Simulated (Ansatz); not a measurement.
# Pb (Im-3m) in Ansatz: further runs

One crystal, Pb, is run at these levels: r2SCAN; tasks: single point, equation of state.

Program: Ansatz 0.2.0. These are calculated values, not measurements. Logs are shortened: lines on timing, memory, paths and dates and some standing lists are left out, and cuts for length are marked.

### Step 1. The crystal as given

The structure is cubic, space group Im-3m (No. 229). Conventional cell: a = 3.959 Å, b = 3.959 Å, c = 3.959 Å, α = 90.00°, β = 90.00°, γ = 90.00°. Pb (site symmetry m-3m) has 8 Pb at 3.43 Å as nearest neighbours.

This isn't the form of Pb at room conditions, which is fcc.

### Step 2. Single point, r2SCAN, 29.17 Å³/atom (volume scaled by 0.94)

Contents of input.yaml:

```yaml
crystal:
  lattice:
    - [-1.9392470115, 1.9392470115, 1.9392470115]
    - [1.9392470115, -1.9392470115, 1.9392470115]
    - [1.9392470115, 1.9392470115, -1.9392470115]
  atoms:
    - { symbol: Pb, position: [0.0, 0.0, 0.0] }
hamiltonian:
  xc: r2scan
  pseudopotentials: { kind: paw }
kpoints:
  mp_grid: { grid: [9, 9, 9] }
scf:
  occupations: { method: fermi_dirac, width: 0.05 }
output:
  forces: true
  stress: true
  eigenvalues: true
```

Potentials or basis: Ansatz PAW.

Started as:

```bash
$ ansatz run input.yaml --threads 2 --pin off --max-ram 5632MiB --backend cpu --events-out ev --progress --plain --runs-dir out
```

Log:

```text
Warning: RAYON_NUM_THREADS=2 ignored (pool sized by the plan → 2); use --threads N
Engine: ansatz 0.2.0, x86_64-unknown-linux-gnu
Pseudopotentials: kind: paw
Pseudopotential: Pb, paw, valence charge 14, recommended cutoff 500 eV (meta_gga), Pb.paw.azcp
Functional definition: r2SCAN
  parameter k0 = 0.174
  parameter k1 = 0.065
  parameter a1 = 4.9479
  exchange = r2scan_x(k0 = k0, k1 = k1, a1 = a1)
  correlation = r2scan_c
Crystal: 1 atoms, lattice volume = 29.172 Å³
Basis set: ecut = 500 eV, 767 PW (Γ), exchange–correlation on 100×100×100 points (64 copies of the dense FFT grid, shifted against one another)
Bands: 11, of which v1, the nominal top of the filled ones, is band 7 counted from 1 (6 counted from 0)
Symmetry: 48 space group operations
Space group: Im-3m (ITA 229), of the structure as read, at distance tolerance 3.1e-5 Å
k-points: 35 of 729
Non-local potential: Pb, projectors of the file, l = 0: 2, l = 1: 2, l = 2: 2, l = 3: 2
PAW form: soft (Blöchl's): semilocal exchange-correlation on the pseudo side does not see the compensation charge
PAW frozen core: Pb, regenerated for the run's functional (the file was generated under x = pbe(κ = 0.804, μ = 0.2195149727645171), c = pbe(β = 0.06672455060314922))
PAW one-centre angular grid: Pb, 590 points (default); XC on 160 Gauss nodes
Initial density: superposition of atomic densities (neutral atoms: chi_scale 0, normalization atom), corrected by the library's trained network
Initial wavefunctions: pseudopotential atomic-orbital guess
Functional: x = r2scan, c = r2scan; τ floored in thin density (d = 2e-4 eV/Å³)
SCF iter   1: F=—  HF=-11920.786180 eV  |F-HF|=—  |Δ(HF+E_count)|=         —  Δρ=7.20e-3  dr2=9.15e-3  dr2_τ=9.32e-4  ethr=1.77e-3  ⟨swp⟩=5.9  Hψ=2640  notcnv=0
preconditioner: auto → none  [insulator: Δε(μ)=0.145 eV  Ē_g=21.339 eV  σ=0.050 eV  W_gap=0.59  n_scr=12 (ndim 8)  ℏωp=25.7 eV  f_vac=0.000  D(μ)=0.39/eV (n_scr^D=0)  ε∞_Penn≈2.5]
SCF iter   2: F=—  HF=-11920.788383 eV  |F-HF|=—  |Δ(HF+E_count)|=   2.20e-3  Δρ=1.79e-3  dr2=3.43e-4  dr2_τ=6.56e-5  ethr=6.54e-5  ⟨swp⟩=2.2  Hψ=1027  notcnv=0  defer=7
SCF iter   3: F=—  HF=-11920.788797 eV  |F-HF|=—  |Δ(HF+E_count)|=   4.13e-4  Δρ=6.71e-4  dr2=4.97e-5  dr2_τ=4.23e-6  ethr=2.45e-6  ⟨swp⟩=2.5  Hψ=550  notcnv=0  defer=7
SCF iter   4: F=—  HF=-11920.788896 eV  |F-HF|=—  |Δ(HF+E_count)|=   9.90e-5  Δρ=4.77e-5  dr2=5.40e-7  dr2_τ=9.79e-9  ethr=3.55e-7  ⟨swp⟩=2.8  Hψ=611  notcnv=0  defer=7
iter 5 did not close the SCF: its close was put off for the readings that it lacked (scf_convergence_deferred on its scf_iter line)
SCF iter   5: F=-11920.788897 eV  HF=-11920.788897 eV  |F-HF|=1.11e-8  |Δ(HF+E_count)|=   1.50e-6  Δρ=4.97e-6  dr2=5.44e-9  dr2_τ=7.65e-10  ethr=3.86e-9  ⟨swp⟩=2.0  Hψ=618  notcnv=0  defer=7
SCF iter   6: F=-11920.788897 eV  HF=-11920.788897 eV  |F-HF|=6.91e-11  |Δ(HF+E_count)|=   1.67e-8  Δρ=4.91e-7  dr2=3.75e-11  dr2_τ=3.07e-12  ethr=3.88e-11  ⟨swp⟩=4.3  Hψ=1863  notcnv=0
SCF 1 converged in 6 iterations: F = -11920.788897 eV  dr2 = 3.75e-11
SCF converged after 6 iterations
Free energy (F): -11920.788897 eV
Harris-Foulkes:  -11920.788897 eV  (|F-HF|=6.91e-11)
Internal energy: -11920.784832 eV  (E = F + TS)
E sigma→0 (E₀):  -11920.786865 eV
Entropy (-TS):   -0.004065 eV (-4.065 meV/atom)
Fermi energy:    11.556044 eV
--- Per-component energies (eV) ---
  E_band       = -38.027726
  E_kinetic    = 289.246263
  E_local      = -990.940667  (includes V_loc(G=0)·N_el)
  E_nonlocal   = 350.468837
  E_hartree    = 396.084742
  E_xc         = -208.134713
  E_vxc        = -145.177887  (∫ρ·V_xc dr)
  E_paw        = -10434.362988  (= ΣΔE_a)
  E_vpaw       = -344.512283  (= ΣTr[D̂ρ^β])
  E_aug_tail   = 0.000018  (compensation charges beyond the density's cutoff)
  E_vtau       = 10.718301  (kinetic-family band-sum trace: ∫τ·v_τ [+ j·A + Jᵃ·Aᵃ] dr)
  E_ewald      = -1324.111827
  E_core_change = 0.965502  (= ΣΔE_core)
  E_smearing   = -0.004065  (= −TS)
  E_closure    = -0.000000  (closes the sum)
  Σ components = -11920.788897   (vs F -11920.788897, Δ=0.00e0)
--- Forces (eV/Å), atoms counted from 1 ---
  atom   1  Pb    -0.00000000     0.00000000    -0.00000000
  max |Σ_I F_I| component: 8.63e-32 eV/Å
--- Stress (GPa, compression-positive) ---
        2.654666       0.000000      -0.000000
        0.000000       2.654666      -0.000000
       -0.000000       0.000000       2.654666
  P = ⅓ Tr σ = 2.6547 GPa (26.547 kbar)
--- Band table (eV; the first three rows and the last of 35) ---
  k-point 0: bands = ["-6.3999", "-6.3999", "-6.3999", "-6.1146", "-6.1146", "-1.0883", "19.8025", "19.8025", "19.8025", "23.3394", "23.3394"]
  k-point 1: bands = ["-6.4120", "-6.3863", "-6.3482", "-6.1277", "-6.1159", "-0.8129", "17.4360", "18.9178", "19.4261", "22.1492", "22.7777"]
  k-point 2: bands = ["-6.4423", "-6.3666", "-6.2146", "-6.1508", "-6.1189", "0.0145", "13.6820", "17.3285", "18.5129", "20.9823", "21.9848"]
  k-point 34: bands = ["-6.4572", "-6.4464", "-5.9990", "-5.9990", "-5.9935", "5.9831", "10.9349", "11.1528", "11.1528", "16.6246", "17.3331"]
```

Wall time 1.8 s (2 threads of AMD EPYC 7R43 (Zen 3), shared host); peak memory 0.39 GiB.

What came out:

| Item | Value |
| --- | --- |
| Free energy | -11920.7889 eV |
| Pressure | 2.7 GPa |
| Band gap on the k mesh | none (metal or under the smearing width) |

Caveat: the PAW data sets come from PBE, with cores solved anew for the run's functional, which leaves a small shift of forces and pressure.

### Step 3. Single point, r2SCAN, 29.79 Å³/atom (volume scaled by 0.96)

input.yaml: that of step 2 with these lines changed.

```diff
@@ -2,5 +2,5 @@
   lattice:
-    - [-1.9392470115, 1.9392470115, 1.9392470115]
-    - [1.9392470115, -1.9392470115, 1.9392470115]
-    - [1.9392470115, 1.9392470115, -1.9392470115]
+    - [-1.9529041306, 1.9529041306, 1.9529041306]
+    - [1.9529041306, -1.9529041306, 1.9529041306]
+    - [1.9529041306, 1.9529041306, -1.9529041306]
   atoms:
```

Potentials or basis: Ansatz PAW.

Started as:

```bash
$ ansatz run input.yaml --threads 2 --pin off --max-ram 5632MiB --backend cpu --events-out ev --progress --plain --runs-dir out
```

It took 1.8 s on 2 threads of AMD EPYC 7R43 (Zen 3), shared host; peak memory 0.4 GiB.

The run converged. Its results:

```
Free energy            : -11920.7969 eV
Pressure               : 1.5 GPa
Band gap on the k mesh : none (metal or under the smearing width)
```

Caveat: the PAW data sets come from PBE, with cores solved anew for the run's functional, which leaves a small shift of forces and pressure.

### Step 4. Single point, r2SCAN, 30.41 Å³/atom (volume scaled by 0.98)

Contents of input.yaml:

```yaml
crystal:
  lattice:
    - [-1.9663728605, 1.9663728605, 1.9663728605]
    - [1.9663728605, -1.9663728605, 1.9663728605]
    - [1.9663728605, 1.9663728605, -1.9663728605]
  atoms:
    - { symbol: Pb, position: [0.0, 0.0, 0.0] }
hamiltonian:
  xc: r2scan
  pseudopotentials: { kind: paw }
kpoints:
  mp_grid: { grid: [9, 9, 9] }
scf:
  occupations: { method: fermi_dirac, width: 0.05 }
output:
  forces: true
  stress: true
  eigenvalues: true
  write_density: true
  write_potential: true
  elf: true
  volumetric_format: npy
```

Started as:

```bash
$ ansatz run input.yaml --threads 2 --pin off --max-ram 5632MiB --backend cpu --events-out ev --progress --plain --runs-dir out
```

Run time: 3.3 s. Hardware: 2 threads of AMD EPYC 7R43 (Zen 3), shared host; peak memory 0.4 GiB.

The run converged. Its results:

| Property | Result |
| --- | --- |
| Free energy | -11920.8008 eV |
| Pressure | 0.5 GPa |
| Band gap on the k mesh | none (metal or under the smearing width) |

Caveat: the PAW data sets come from PBE, with cores solved anew for the run's functional, which leaves a small shift of forces and pressure.

### Step 5. Single point, r2SCAN, 31.03 Å³/atom

Contents of input.yaml:

```yaml
crystal:
  lattice:
    - [-1.9796595667, 1.9796595667, 1.9796595667]
    - [1.9796595667, -1.9796595667, 1.9796595667]
    - [1.9796595667, 1.9796595667, -1.9796595667]
  atoms:
    - { symbol: Pb, position: [0.0, 0.0, 0.0] }
hamiltonian:
  xc: r2scan
  pseudopotentials: { kind: paw }
kpoints:
  mp_grid: { grid: [9, 9, 9] }
scf:
  occupations: { method: fermi_dirac, width: 0.05 }
output:
  forces: true
  stress: true
  eigenvalues: true
```

Started as:

```bash
$ ansatz run input.yaml --threads 2 --pin off --max-ram 5632MiB --backend cpu --events-out ev --progress --plain --runs-dir out
```

It took 2.9 s on 2 threads of AMD EPYC 7R43 (Zen 3), shared host; peak memory 0.41 GiB.

The run converged. Its results:

```
Free energy            : -11920.8009 eV
Pressure               : -0.4 GPa
Band gap on the k mesh : none (metal or under the smearing width)
```

Caveat: the PAW data sets come from PBE, with cores solved anew for the run's functional, which leaves a small shift of forces and pressure.

### Step 6. Single point, r2SCAN, 31.65 Å³/atom (volume scaled by 1.02)

Contents of input.yaml:

```yaml
crystal:
  lattice:
    - [-1.992770277, 1.992770277, 1.992770277]
    - [1.992770277, -1.992770277, 1.992770277]
    - [1.992770277, 1.992770277, -1.992770277]
  atoms:
    - { symbol: Pb, position: [0.0, 0.0, 0.0] }
hamiltonian:
  xc: r2scan
  pseudopotentials: { kind: paw }
kpoints:
  mp_grid: { grid: [9, 9, 9] }
scf:
  occupations: { method: fermi_dirac, width: 0.05 }
output:
  forces: true
  stress: true
  eigenvalues: true
  write_density: true
  write_potential: true
  elf: true
  volumetric_format: npy
```

Potentials or basis: Ansatz PAW.

Started as:

```bash
$ ansatz run input.yaml --threads 2 --pin off --max-ram 5632MiB --backend cpu --events-out ev --progress --plain --runs-dir out
```

Wall time 2.9 s (2 threads of AMD EPYC 7R43 (Zen 3), shared host); peak memory 0.41 GiB.

Results (log left out):

```
Free energy            : -11920.7978 eV
Pressure               : -1.2 GPa
Band gap on the k mesh : none (metal or under the smearing width)
```

Caveat: the PAW data sets come from PBE, with cores solved anew for the run's functional, which leaves a small shift of forces and pressure.

### Step 7. Single point, r2SCAN, 32.27 Å³/atom (volume scaled by 1.04)

input.yaml: that of step 6 with these lines changed.

```diff
@@ -2,5 +2,5 @@
   lattice:
-    - [-1.992770277, 1.992770277, 1.992770277]
-    - [1.992770277, -1.992770277, 1.992770277]
-    - [1.992770277, 1.992770277, -1.992770277]
+    - [-2.0057107064, 2.0057107064, 2.0057107064]
+    - [2.0057107064, -2.0057107064, 2.0057107064]
+    - [2.0057107064, 2.0057107064, -2.0057107064]
   atoms:
```

Started as:

```bash
$ ansatz run input.yaml --threads 2 --pin off --max-ram 5632MiB --backend cpu --events-out ev --progress --plain --runs-dir out
```

Run time: 2.9 s. Hardware: 2 threads of AMD EPYC 7R43 (Zen 3), shared host; peak memory 0.41 GiB.

The run converged. Its results:

| Quantity | Value |
| --- | --- |
| Free energy | -11920.7918 eV |
| Pressure | -1.9 GPa |
| Band gap on the k mesh | none (metal or under the smearing width) |

Caveat: the PAW data sets come from PBE, with cores solved anew for the run's functional, which leaves a small shift of forces and pressure.

### Step 8. Single point, r2SCAN, 32.90 Å³/atom (volume scaled by 1.06)

input.yaml: that of step 7 with these lines changed.

```diff
@@ -2,5 +2,5 @@
   lattice:
-    - [-2.0057107064, 2.0057107064, 2.0057107064]
-    - [2.0057107064, -2.0057107064, 2.0057107064]
-    - [2.0057107064, 2.0057107064, -2.0057107064]
+    - [-2.0184862782, 2.0184862782, 2.0184862782]
+    - [2.0184862782, -2.0184862782, 2.0184862782]
+    - [2.0184862782, 2.0184862782, -2.0184862782]
   atoms:
```

Started as:

```bash
$ ansatz run input.yaml --threads 2 --pin off --max-ram 5632MiB --backend cpu --events-out ev --progress --plain --runs-dir out
```

Wall time 3.1 s (2 threads of AMD EPYC 7R43 (Zen 3), shared host); peak memory 0.42 GiB.

The run converged. Its results:

* Free energy: -11920.7833 eV
* Pressure: -2.5 GPa
* Band gap on the k mesh: none (metal or under the smearing width)

Caveat: the PAW data sets come from PBE, with cores solved anew for the run's functional, which leaves a small shift of forces and pressure.

### Step 9. Equation of state, r2SCAN

Potentials or basis: Ansatz PAW.

This step only gathers the single runs of the series.

Results:

```
Equilibrium volume                      : 30.74 Å³/atom
Bulk modulus                            : 44 GPa
Pressure derivative of the bulk modulus : 5.5
```

Energy against volume, from the lowest point:
| volume (Å³/atom) | energy (meV/atom) |
| --- | --- |
| 29.172 | 12.05 |
| 29.792 | 4.00 |
| 30.413 | 0.14 |
| 31.034 | 0.00 |
| 31.654 | 3.14 |
| 32.275 | 9.14 |
| 32.896 | 17.60 |

Caveat: the PAW data sets were made with another functional, which shifts forces and pressure a little. The run has no spin-orbit coupling, so splittings on Pb are missing.
